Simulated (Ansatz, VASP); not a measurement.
# Two plane-wave programs on CoSi2

```xyz
3
Lattice="0.0000 2.7302 2.7302 2.6799 0.0502 2.6799 2.6799 2.6799 0.0502" Properties=species:S:1:pos:R:3 pbc="T T T"
Co    0.0000    0.0000    0.0000
Si    1.3400    1.3651    1.3651
Si    4.0199    4.0953    4.0953
```

Change from the starting cell: strain +0.0375 x Voigt [0, 0, 0, 1, 0, 0], atoms carried along.

Alike in both runs: task single point; functional PBE; k mesh 16 × 16 × 16; occupations gaussian, width 0.15 eV; no spin polarisation.

```csv
,VASP,Ansatz
version,VASP 6.6.1,Ansatz 0.2.0
potentials or method,"VASP PAW PBE potentials, release 64 (Co, Si)","scalar-relativistic, plane waves, PAW"
plane-wave cutoff (eV),520,420
valence electrons in the cell,17,25
```

VASP gave:

* gap on the k mesh at the Fermi level (eV): none
* pressure (GPa): 0.0
* largest component of the traceless stress (GPa): 5.60
* rms of the force components (eV/Å): 0.160

Task: What did Ansatz give for the same quantities?

Result: gap on the k mesh at the Fermi level (eV): none; pressure (GPa): 0.3; largest component of the traceless stress (GPa): 5.61; rms of the force components (eV/Å): 0.160.

Atom by atom the forces differ by 0.000 eV/Å (rms over components). A gap of «none» marks a metal or a gap that the smearing closes. The two sets of potentials don't hold the same shells in valence.

Spin polarisation is off, so any magnetic state and its effect on volume and gap are missing.
